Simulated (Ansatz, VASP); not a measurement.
# One calculation of Be, two programs

```
Be
1.0
    -1.21458    1.21458    1.21458
     1.21458   -1.21458    1.21458
     1.21458    1.21458   -1.21458
Be
1
Direct
  0.00000 0.00000 0.00000
```

Alike in both runs: task single point; functional LDA; k mesh 20 × 20 × 20; occupations fermi-dirac, width 0.1 eV; no spin polarisation.

|  | VASP | Ansatz |
| --- | --- | --- |
| version | VASP 6.6.1 | Ansatz 0.2.0 |
| potentials or method | VASP PAW LDA potentials, release 64 (Be) | plane waves (420 eV) with PAW, scalar-relativistic |
| plane-wave cutoff (eV) | 520 | 420 |
| valence electrons in the cell | 2 | 2 |

```tsv
	VASP	Ansatz	Ansatz less VASP
pressure (GPa)	6.2	5.7	-0.50
```

Ansatz warned: «pseudo_functional_mismatch».
